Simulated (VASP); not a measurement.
# Li2S (Fm-3m) in VASP: a series of runs, part 2 of 2

VASP 6.6.1. Earlier steps stand in the parts before.

### Step 5. Relaxation of cell and atoms, PBE

This run uses another cell than the first one, of 15.40 Å³/atom, 1.003 times its volume.

Input file INCAR:

```
ALGO = Normal
EDIFF = 1E-7
EDIFFG = -0.005
ENCUT = 600
GGA = PE
IBRION = 2
ISIF = 3
ISMEAR = 0
KPAR = 2
LASPH = T
LCHARG = F
LREAL = F
LWAVE = F
NELM = 80
NSW = 90
PREC = Accurate
SIGMA = 0.03
```

Input file KPOINTS:

```
k-points
0
Gamma
  8 8 8
```

Input file POSCAR:

```
Li2S                                    
1.0
    0.0000000000      2.8477400545      2.8477400545
    2.8477400545      0.0000000000      2.8477400545
    2.8477400545      2.8477400545      0.0000000000
  Li              S             
     2     1
Direct
     0.2500000000000000    0.2500000000000000    0.2500000000000000
     0.7500000000000000    0.7500000000000000    0.7500000000000000
     0.0000000000000000    0.0000000000000000    1.0000000000000000
```

Potentials or basis: VASP PAW PBE potentials, release 64 (Li_sv, S).

Command:

```bash
$ cat potpaw_PBE.64/Li_sv/POTCAR potpaw_PBE.64/S/POTCAR > POTCAR
$ mpirun -np 2 vasp_std > vasp.out
```

OUTCAR:

```text
EDIFF = 1E-7
   EDIFFG = -0.005
   ENCUT = 600
   GGA = PE
   IBRION = 2
   ISIF = 3
   ISMEAR = 0
   LASPH = T
   LREAL = F
   NELM = 80
   NSW = 90
   PREC = Accurate

 ion  position               nearest neighbor table
   1  0.250  0.250  0.250-   3 2.47   3 2.47   3 2.47   3 2.47
   2  0.750  0.750  0.750-   3 2.47   3 2.47   3 2.47   3 2.47
   3  0.000  0.000  0.000-   2 2.47   2 2.47   2 2.47   1 2.47   2 2.47   1 2.47   1 2.47   1 2.47

  LATTYP: Found a face centered cubic cell.
 ALAT       =     5.6954801090

  Lattice vectors:

 A1 = (   0.0000000000,   2.8477400545,   2.8477400545)
 A2 = (   2.8477400545,   0.0000000000,   2.8477400545)
 A3 = (   2.8477400545,   2.8477400545,   0.0000000000)

Analysis of symmetry for initial positions (statically):
=====================================================================
 Subroutine PRICEL returns:
 Original cell was already a primitive cell.

 Routine SETGRP: Setting up the symmetry group for a
 face centered cubic supercell.

 Subroutine GETGRP returns: Found 48 space group operations
 (whereof 48 operations were pure point group operations)
 out of a pool of 48 trial point group operations.

The static configuration has the point symmetry O_h .
[... 228 lines left out ...]
      7       5.7393      0.00000
      8       7.6933      0.00000
      9       7.6933      0.00000
     10       7.6933      0.00000
[... 287 lines left out ...]
 k-point    24 :      -0.3750    0.2500    0.1250
  band No.  band energies     occupation
      1     -42.6910      2.00000
      2     -42.6910      2.00000
      3      -9.0596      2.00000
      4      -1.1096      2.00000
      5       0.2225      2.00000
      6       0.5609      2.00000
      7       7.3270      0.00000
      8       8.1120      0.00000
      9       9.8204      0.00000
     10      10.4620      0.00000

 [... further k-points ...]

------------------------ aborting loop because EDIFF is reached ----------------------------------------

  FORCE on cell =-STRESS in cart. coord.  units (eV):
  Direction    XX          YY          ZZ          XY          YZ          ZX
  --------------------------------------------------------------------------------------
  -------------------------------------------------------------------------------------
  Total        0.0115881      0.0115881      0.0115881     -0.0000000     -0.0000000      0.0000000
  in kB        0.4014250      0.4014250      0.4014250     -0.0000000     -0.0000000      0.0000000
  external PRESSURE =       0.4014250 kB  Pullay stress =       0.0000000 kB

 VOLUME and BASIS-vectors are now :
 -----------------------------------------------------------------------------
  energy-cutoff  :      600.00
  volume of cell :       46.25
      direct lattice vectors                 reciprocal lattice vectors
     0.000000000  2.849026482  2.849026482    -0.175498544  0.175498544  0.175498544
     2.849026482 -0.000000000  2.849026482     0.175498544 -0.175498544  0.175498544
     2.849026482  2.849026482 -0.000000000     0.175498544  0.175498544 -0.175498544

 POSITION                                       TOTAL-FORCE (eV/Angst)
 -----------------------------------------------------------------------------------
      1.42451      1.42451      1.42451        -0.000000      0.000000      0.000000
      4.27354      4.27354      4.27354         0.000000     -0.000000     -0.000000
      5.69805      2.84903      2.84903         0.000000     -0.000000     -0.000000
 -----------------------------------------------------------------------------------
    total drift:                                0.000000     -0.000000      0.000000

  FREE ENERGIE OF THE ION-ELECTRON SYSTEM (eV)
  ---------------------------------------------------
  free  energy   TOTEN  =       -11.9958066723 eV

  energy  without entropy=      -11.9958066723  energy(sigma->0) =      -11.99580667

 reached required accuracy - stopping structural energy minimisation
```

OSZICAR:

```text
N       E                     dE             d eps       ncg     rms          rms(c)
DAV:   1     0.437853232971E+02    0.43785E+02   -0.61420E+03   580   0.128E+03
DAV:   2    -0.599834631457E+01   -0.49784E+02   -0.46976E+02   746   0.211E+02
DAV:   3    -0.118820600927E+02   -0.58837E+01   -0.58606E+01   942   0.608E+01
[... 15 lines left out ...]
DAV:   2    -0.119958180601E+02    0.50575E-04   -0.20871E-04   742   0.107E-01    0.276E-02
DAV:   3    -0.119958090060E+02    0.90541E-05   -0.28364E-05   654   0.324E-02    0.151E-02
DAV:   4    -0.119958072538E+02    0.17522E-05   -0.16137E-06   978   0.930E-03    0.736E-03
DAV:   5    -0.119958066136E+02    0.64013E-06   -0.40857E-07   954   0.465E-03    0.276E-03
DAV:   6    -0.119958066723E+02   -0.58615E-07   -0.34420E-08   318   0.194E-03
   2 F= -.11995807E+02 E0= -.11995807E+02  d E =-.275775E-04
```

CONTCAR:

```text
Li2S
   1.00000000000000
     0.0000000000000000    2.8490264815146098    2.8490264815146098
     2.8490264815146098   -0.0000000000000000    2.8490264815146098
     2.8490264815146098    2.8490264815146098   -0.0000000000000000
  Li              S
     2     1
Direct
     0.2500000000000000    0.2500000000000000    0.2500000000000000
     0.7500000000000000    0.7500000000000000    0.7500000000000000
     0.0000000000000000    1.0000000000000000    1.0000000000000000

  0.00000000E+00  0.00000000E+00  0.00000000E+00
  0.00000000E+00  0.00000000E+00  0.00000000E+00
  0.00000000E+00  0.00000000E+00  0.00000000E+00
```

Run time: 10 s. Hardware: 2 MPI ranks of Intel Xeon Platinum 8259CL at 2.50GHz (Skylake/Cascade Lake), shared host; peak memory 0.17 GiB.

What came out:

- Free energy: -11.9958 eV
- Relaxed volume: 15.42 Å³/atom
- Relaxed cell: a = 4.029 Å, b = 4.029 Å, c = 4.029 Å, α = 60.00°, β = 60.00°, γ = 60.00°
- Space group after relaxing (to 0.05 Å): Fm-3m (No. 225)
- Energy gained by relaxing: 0.0 meV/atom
- Ionic steps: 2
- Pressure after relaxing: 0.0 GPa
- Band gap on the k mesh: 3.39 eV, indirect (least direct gap 4.28 eV)

Final structure:
```xyz
3
Lattice="0.0000 2.8490 2.8490 2.8490 0.0000 2.8490 2.8490 2.8490 0.0000" Properties=species:S:1:pos:R:3 pbc="T T T"
Li    1.4245    1.4245    1.4245
Li    4.2735    4.2735    4.2735
S     5.6981    2.8490    2.8490
```

Levels at points of the mesh, in eV from the valence-band top:
| k point | band 4 | band 5 | band 6 | band 7 | band 8 | band 9 |
| --- | --- | --- | --- | --- | --- | --- |
| (0.00, 0.00, 0.00) | 0.00 | 0.00 | 0.00 | 4.28 | 6.23 | 6.23 |
| (0.50, 0.00, 0.00) | -2.87 | -0.51 | -0.51 | 6.11 | 6.57 | 6.57 |
| (0.50, 0.50, 0.00) | -2.16 | -1.42 | -1.42 | 3.39 | 7.09 | 11.09 |

Caveat: the cutoff is under 1.25 times the usual one of these potentials, so pressure, stress and relaxed cells hold a basis-set (Pulay) error.
